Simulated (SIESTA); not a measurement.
The system is BN.

```
CELL_PARAMETERS angstrom
2.55394 0.00000 0.00000
-1.27697 2.21178 0.00000
0.00000 0.00000 4.22685
ATOMIC_POSITIONS crystal
N 0.33333 0.66667 0.12528
N 0.66667 0.33333 0.62528
B 0.33333 0.66667 0.49972
B 0.66667 0.33333 0.99972
```

Measurements of this composition are mostly on another form, of space group No. 194.

Base run:

```yaml
Program: SIESTA 5.4.2
Functional: PBE
Potentials_or_basis: PseudoDojo 0.4 standard (PBE files)
Basis: DZP (energy shift 0.003 Ry)
Grid_cutoff: 800 Ry
Energy_shift: 0.003 Ry
k_mesh: 12 × 12 × 6
Occupations: fermi-dirac, width 0.05 eV
Spin: no spin polarisation
```

Its results: band gap on the k mesh 5.33 eV, indirect (least direct gap 8.36 eV); pressure 2.7 GPa; largest force 0.019 eV/Å.

**Question.** The run is repeated on the same cell with these changes: functional from PBE to LDA; potentials or basis from PseudoDojo 0.4 standard (PBE files) to PseudoDojo 0.4 standard (LDA files). What comes out?

**Answer.** Band gap on the k mesh 5.09 eV, indirect (least direct gap 8.24 eV); pressure -10.6 GPa; largest force 0.007 eV/Å.

Caveats: the basis of atomic orbitals isn't converged, which shifts pressures, moduli and gaps; the basis holds too few empty states to meet the f-sum rule, so the spectrum is short of weight at high energy (some runs).
